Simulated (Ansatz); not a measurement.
Runs of Ansatz 0.2.0 on ZrSe2. Symmetry: P-3m1, No. 164, trigonal system. The conventional cell has a = 3.798 Å, b = 3.798 Å, c = 6.192 Å, α = 90.00°, β = 90.00°, γ = 120.00°. Around Zr (site symmetry -3m) lie 6 Se at 2.68 Å. Se (site symmetry 3m) has 3 Zr at 2.68 Å as nearest neighbours. 

```csv
task,level,spin,cell,k mesh,smearing,points for each segment of the path,gap on the mesh (eV),pressure (GPa),largest force (eV/Å)
band structure,PBE,off,as given,8 × 8 × 5,fermi-dirac 0.05 eV,14,0.41,1.9,0.28
band structure,PBEsol,off,as given,8 × 8 × 5,fermi-dirac 0.05 eV,14,0.36,-1.2,0.08
band structure,LDA,"SOC, no magnetisation",as given,6 × 6 × 4,fermi-dirac 0.05 eV,14,0.15,(a),0.08
relaxation of cell and atoms,PBE,off,relaxed,8 × 8 × 5,fermi-dirac 0.05 eV,-,-,0.0,-
single point,PBE,off,as given,8 × 8 × 5,gaussian 0.011 eV,-,0.41,1.9,0.28
```

Alike in all rows: potentials or basis Ansatz PAW; cutoff (eV) 420.

Question: Estimate the missing entries.

Answer: (a) -3.1.

Caveats: this functional lacks dispersion, which binds the layers, so the pressure and a relaxed spacing across them are unreliable (some runs); the PAW data sets come from PBE, with cores solved anew for the run's functional, which leaves a small shift of forces and pressure (some runs); the plane-wave basis is chosen anew once the cell has moved, so the energies of steps on either side of that aren't comparable (some runs); odd divisions of the mesh miss points on the zone boundary, where band edges often lie, so the gap on the mesh can be too wide (some runs).

A k mesh can miss the band edges, and rows without SOC leave out spin-orbit coupling on Se, Zr.
